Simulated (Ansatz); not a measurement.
**Relaxing W in the fcc type**

First guess:

```xyz
1
Lattice="0.0000 1.9722 1.9722 1.9722 0.0000 1.9722 1.9722 1.9722 0.0000" Properties=species:S:1:pos:R:3 pbc="T T T"
W     0.0000    0.0000    0.0000
```

Level of theory: DFT, PBE, PAW with Ansatz's default frozen-core files, scalar-relativistic in Ansatz 0.2.0.

Cell and atoms relax within the symmetry of the start on a 16×16×16 k mesh with 0.05 eV Fermi–Dirac smearing.

The start is built from a prototype, known or not as a phase of this compound; the cutoff is 420 eV.

Spin–orbit coupling is left out, though it moves levels of the heavy atoms by tenths of an eV or more.

Question: What is the pressure of the first guess?

Answer: 22.5 GPa.

Question: What does it relax to?

Answer: a = 4.036 Å, b = 4.036 Å, c = 4.036 Å, α = 90.00°, β = 90.00°, γ = 90.00° (conventional cell), 16.44 Å³ per atom:
```
CELL_PARAMETERS angstrom
0.00000 2.01824 2.01824
2.01824 0.00000 2.01824
2.01824 2.01824 0.00000
ATOMIC_POSITIONS crystal
W 0.00000 0.00000 0.00000
```

Question: How much energy does the relaxation release?

Answer: 73 meV/atom.
